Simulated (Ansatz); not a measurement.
A plane-wave DFT run in Ansatz 0.2.0 (scalar-relativistic PAW potentials unless the input names others): input and command.

```yaml
crystal:
  lattice:
    - [3.3175261209, 0.0295550462, -0.0308152553]
    - [0.0499845473, 5.5699508577, 0.0116625293]
    - [-0.0387782085, 0.0086778192, 4.2209797738]
  atoms:
    - { symbol: Sn, position: [-0.0140406196, 0.2288523629, 0.5012355461] }
    - { symbol: Sn, position: [0.5088411925, 0.7639291248, 0.0208237563] }
    - { symbol: O, position: [0.0035732841, 0.8888942803, 0.7399380304] }
    - { symbol: O, position: [0.501626143, 0.118324232, 0.2380046671] }
basis:
  ecutwfc: 420
kpoints:
  mp-grid: { grid: [8, 6, 6] }
hamiltonian:
  xc: lda
scf:
  occupations: { method: gaussian, width: 0.05 }
  max_iter: 60
output:
  forces: true
  eigenvalues: true
  stress: true
```

```bash
ansatz run input.yaml --threads 2 --pin off --max-ram 5120MiB --backend cpu --events-out ev --progress --plain --runs-dir out
```

Will this input run?

The program refuses it, because of a misspelt key (the key kpoints.mp_grid typed as mp-grid). With the key spelt rightly it is accepted.

Abridged log:
```
Error: YAML parse error: error: line 14 column 3: unknown field `mp-grid`, expected one of mp_grid, list, band_path, initial_grid, further_shifts
  --> <input>:14:3
   |
12 |   ecutwfc: 420
13 | kpoints:
14 |   mp-grid: { grid: [8, 6, 6] }
   |   ^ unknown field `mp-grid`, expected one of mp_grid, list, band_path, initial_grid, further_shifts
15 | hamiltonian:
16 |   xc: lda
   |
```